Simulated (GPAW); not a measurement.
Runs of GPAW 26.7.0 on Ba. It takes space group Fm-3m (No. 225, cubic). The conventional cell has a = 6.465 Å, b = 6.465 Å, c = 6.465 Å, α = 90.00°, β = 90.00°, γ = 90.00°. This isn't the form of Ba at room conditions, which is bcc.

| task | level | potentials or basis | spin | cell | k mesh | cutoff (eV) | maxiter | band path | band points | spin axis theta (degrees) | spin axis phi (degrees) | other keys | gap on the mesh (eV) | pressure (GPa) |
| --- | --- | --- | --- | --- | --- | --- | --- | --- | --- | --- | --- | --- | --- | --- |
| band structure | PBE | JTH PAW 2.0, PBE, pw | SOC, no magnetisation | as given | 7 × 7 × 7 | 600 | 150 | GXWKGLUWLK,UX | 80 | 0 | 0 | - | - | (a) |
| single point | LDA | the program's PAW data sets (release 1.2.1) made for this functional, pw | off | as given | 7 × 7 × 7 | 600 | 150 | - | - | - | - | - | none | -1.5 |
| electron localisation function | MS2 | GPAW PAW data sets (gpaw-data 1.2.1), pw | off | cell strained at random at fixed volume | 6 × 6 × 6 | 600 | 150 | - | - | - | - | - | none | -0.3 |
| qha | revPBE+D3(BJ) | the program's PAW data sets (release 1.2.1) made for this functional, pw | off | relaxed | 4 × 4 × 4 | 510 | 50 | - | - | - | - | several, not listed | none | 0.0 |

Alike in all rows: smearing fermi-dirac 0.05 eV.

Fill in the values left out.

(a) -0.2.

Caveats: this set's barium file shifts pressures by 1.5 GPa and gaps by 0.1 eV against other sets (some runs); the program truncates these outside data sets (some runs); spin-orbit coupling was added after a scalar SCF, so levels and gaps hold it while energy, forces, pressure and moments don't (some runs); this program's spin-orbit splittings come out too wide for heavy elements (some runs); the PAW data sets were made with another functional, which shifts forces and pressure a little (some runs); the cutoff is short for stress and forces, so pressures can be off by a GPa or more (some runs); the density grid can change from cell to cell, which puts small steps into energies and stress (some runs).

A k mesh can miss the band edges, and rows without SOC leave out spin-orbit coupling on Ba.

A gap of «none» marks a metal or a gap under the smearing width.
